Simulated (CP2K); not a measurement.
Runs of CP2K 2026.2 on SnTe. Symmetry: Fm-3m, No. 225, cubic system. Conventional cell: a = 6.302 Å, b = 6.302 Å, c = 6.302 Å, α = 90.00°, β = 90.00°, γ = 90.00°. Te (site symmetry m-3m) is surrounded by 6 Sn at 3.15 Å. Around Sn (site symmetry m-3m) lie 6 Te at 3.15 Å. 

```csv
task,level,potentials or basis,smearing,EPS_DEFAULT,NGRIDS,points a segment of the path (NPOINTS),bands added on the path,CUTOFF of the grids,pressure (GPa),V0 of scaled cells (Å³/atom),B0 (GPa)
band structure,r2SCAN,"POTENTIAL_UZH Te GTH-SCAN-q6, Sn GTH-SCAN-q4; TZVP-MOLOPT-SCAN-GTH basis",fermi-dirac 0.0259 eV,1.0E-9,4,8,2,675 Ry,0.0,-,-
single point,OLYP,"POTENTIAL_UZH Te GTH-PBE-q6, Sn GTH-PBE-q4; TZVP-MOLOPT-PBE-GTH basis",fermi-dirac 0.05 eV,1.0E-9,5,-,-,675 Ry,2.7,-,-
equation of state,LDA,"GTH_POTENTIALS Te GTH-PADE-q6, Sn GTH-PADE-q4; TZVP-MOLOPT-PBE-GTH basis",fermi-dirac 0.0259 eV,1.0E-9,5,-,-,450 Ry,-,30.42,48
single point,PBEsol,"POTENTIAL_UZH Te GTH-PBE-q6, Sn GTH-PBE-q4; TZVP-MOLOPT-PBE-GTH basis",fermi-dirac 0.05 eV,1.0E-10,5,-,-,450 Ry,1.8,-,-
single point,PBE,"POTENTIAL_UZH Te GTH-PBE-q6, Sn GTH-PBE-q4; TZVP-MOLOPT-PBE-GTH basis",fermi-dirac 0.05 eV,1.0E-9,5,-,-,600 Ry,3.0,-,-
single point,BLYP,"POTENTIAL_UZH Te GTH-PBE-q6, Sn GTH-PBE-q4; TZVP-MOLOPT-PBE-GTH basis",fermi-dirac 0.05 eV,1.0E-9,5,-,-,675 Ry,(b),-,-
equation of state,LDA,"GTH_POTENTIALS Te GTH-PADE-q6, Sn GTH-PADE-q4; TZVP-MOLOPT-PBE-GTH basis",fermi-dirac 0.1 eV,1.0E-9,4,-,-,450 Ry,-,(a),48
```

Alike in all rows: no spin polarisation; cell as given; k mesh 7 × 7 × 7.

Task: Fill in the values left out.

Result: (a) 30.41; (b) 6.5.

Caveats: the basis of atomic orbitals isn't converged, which shifts pressures, moduli and gaps; the potentials were made for another functional, which shifts forces and pressure (some runs).

Not every run made on this cell is shown here.
